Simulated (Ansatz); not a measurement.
# Stationary points along a deformation path in SiNi$_{3}$

Level of theory: DFT PBEsol, scalar-relativistic, plane waves, PAW in Ansatz 0.2.0. Cutoff 420 eV, Γ-centred 16×16×16 k-points, Gaussian smearing of 0.15 eV. No spin polarisation. A magnetic state may lie lower. Energies are free energies at this smearing, counted from the undisturbed cell; pressure is positive in compression.

The undisturbed cell (relaxed at this level; it needn't be the usual structure):

```
Si Ni
1.0
     3.46125    0.00000    0.00000
     0.00000    3.46125    0.00000
     0.00000    0.00000    3.46125
Si Ni
1 3
Direct
  0.00000 0.00000 0.00000
  0.00000 0.50000 0.50000
  0.50000 0.00000 0.50000
  0.50000 0.50000 0.00000
```

At fixed volume and fractional coordinates, lengths along (0.000, 0.000, 1.000) are scaled against those across it; ρ is that ratio over its starting value. V = 10.367 Å³/atom. Δσ is the stress along the axis less the mean stress across it (compression positive).

```
    ρ  ΔE (meV/atom)  Δσ (GPa) space group
0.707          175.1      6.67       P4/mmm
0.850           72.3     16.34       P4/mmm
1.000            0.0      0.00        Pm-3m
1.200          156.8    -42.55       P4/mmm
1.414          600.7    -81.48       P4/mmm
```

How does the stress give the slope of the energy, and where is the energy stationary?

Along the path d ln(length) is 2/3 d ln ρ on the axis and −1/3 d ln ρ across it, so dE/d ln ρ = −(2/3) V Δσ: the energy falls with ρ where Δσ is positive. Δσ vanishes or changes sign at ρ = 1.000 (Pm-3m), a minimum at 0.0 meV/atom. Pairs of stationary points between two samples would go unseen, and could change a minimum read from distant neighbours into a maximum. At ρ = 1.000 the cell is cubic, where symmetry alone makes the stress isotropic and the slope zero.

In a metal these slopes depend on the k mesh and the smearing.

Cost: 5 runs of about 2.6 core-minutes in all, on Intel Xeon Platinum 8259CL (Skylake/Cascade Lake) (shared hosts).